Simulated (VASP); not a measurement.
Wanted: the native input for a VASP 6.6.1 run.

* Task: relaxation of shape and atoms at fixed volume
* Functional: PBEsol
* Potentials or basis: VASP PAW PBE potentials, release 64 (Lu)
* Cutoff: 600 eV
* k mesh: 12 × 12 × 7
* Occupations: methfessel-paxton, width 0.1 eV
* Spin: no spin polarisation
* Further INCAR settings: ALGO = Normal; EDIFF = 1e-07; IBRION = 2; EDIFFG = -0.01; NSW = 40; ISIF = 4

The structure of Lu lies in POSCAR:

```
Lu                                      
1.0
    3.4285545409     -0.0000000000     -0.0000000000
   -1.7142772705      2.9692153307      0.0000000000
    0.0000000000     -0.0000000000      5.3230144131
  Lu            
     2
Direct
     0.3333333332999970    0.6666666667000030    0.2500000000000000
     0.6666666667000030    0.3333333332999970    0.7500000000000000
```

The cell isn't the ideal one: a relaxed cell with its volume scaled by 0.98.

One way to write it, as run:

INCAR

```
SYSTEM = Lu
ALGO = Normal
EDIFF = 1E-7
EDIFFG = -0.01
ENCUT = 600
GGA = PS
IBRION = 2
ISIF = 4
ISMEAR = 1
LASPH = .True.
LCHARG = .False.
LREAL = .False.
LWAVE = .False.
NELM = 80
NSW = 40
PREC = Accurate
SIGMA = 0.1
```

KPOINTS

```
k-points
0
Gamma
  12 12 7
  0 0 0
```

Potentials or basis: VASP PAW PBE potentials, release 64 (Lu).

The run is started by

```console
$ cat potpaw_PBE.64/Lu/POTCAR > POTCAR
$ mpirun -np 1 vasp_std > vasp.out
```

Results of the run:

* Pressure after relaxing: 1.0 GPa
* Band gap on the k mesh: none (metal or under the smearing width)

Caveat: the relaxation stopped at its first step, so nothing moved; the PAW data sets were made with another functional, which shifts forces and pressure a little.

It took 76 s on 1 thread of Intel(R) Xeon(R) 6975P-C (Granite Rapids), with other jobs on the host, peak memory 0.28 GiB.
